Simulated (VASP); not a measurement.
CuCl (Nantokite):

```
Cu Cl
1.0
     0.00000    2.64977    2.64977
     2.64977    0.00000    2.64977
     2.64977    2.64977    0.00000
Cu Cl
1 1
Direct
  0.00000 0.00000 0.00000
  0.25000 0.25000 0.25000
```

Base run:

| Quantity | Value |
| --- | --- |
| Program | VASP 6.6.1 |
| Functional | PBE0 |
| Potentials or basis | VASP PAW PBE potentials, release 64 (Cu, Cl) |
| Cutoff | 520 eV |
| k mesh | 8 × 8 × 8 |
| Occupations | gaussian, width 0.03 eV |
| Spin | no spin polarisation |

Its results: band gap on the k mesh 3.13 eV, direct; pressure 4.4 GPa.

**Question.** The run is repeated on the same cell with these changes: functional from PBE0 to HSE06. What comes out?

**Answer.** Band gap on the k mesh 2.44 eV, direct; pressure 4.4 GPa.

Caveats: the PAW data sets were made with another functional, which shifts forces and pressure a little.
